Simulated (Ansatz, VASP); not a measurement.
## Al in VASP and in Ansatz

```xyz
1
Lattice="0.0000 2.0248 2.0248 2.0248 0.0000 2.0248 2.0248 2.0248 0.0000" Properties=species:S:1:pos:R:3 pbc="T T T"
Al    0.0000    0.0000    0.0000
```

Alike in both runs: functional r2SCANh; k mesh 6 × 6 × 6; occupations fermi-dirac, width 0.05 eV; no spin polarisation.

```csv
,VASP,Ansatz
version,VASP 6.6.1,Ansatz 0.2.0
potentials or method,"VASP PAW PBE potentials, release 64 (Al)",Ansatz PAW
plane-wave cutoff (eV),520,500
valence electrons in the cell,3,3
task,band structure,single point
```

```csv
,VASP,Ansatz,Ansatz less VASP
gap on the k mesh at the Fermi level (eV),none,none,-
pressure (GPa),-3.2,-2.9,+0.25
```

A gap of «none» marks a metal or a gap that the smearing closes.

Caveats: the k mesh is coarse (spacing up to 0.45 Å⁻¹), so the values aren't converged, least of all with exact exchange; an unscreened hybrid on a path of extra k points without a Coulomb cutoff has errors near the mesh points, so the bands along the path aren't reliable (VASP); the PAW data sets were made with another functional, which shifts forces and pressure a little (VASP); the PAW data sets come from PBE, with cores solved anew for the run's functional, which leaves a small shift of forces and pressure (Ansatz); the thresholds are loose for stress (Ansatz).
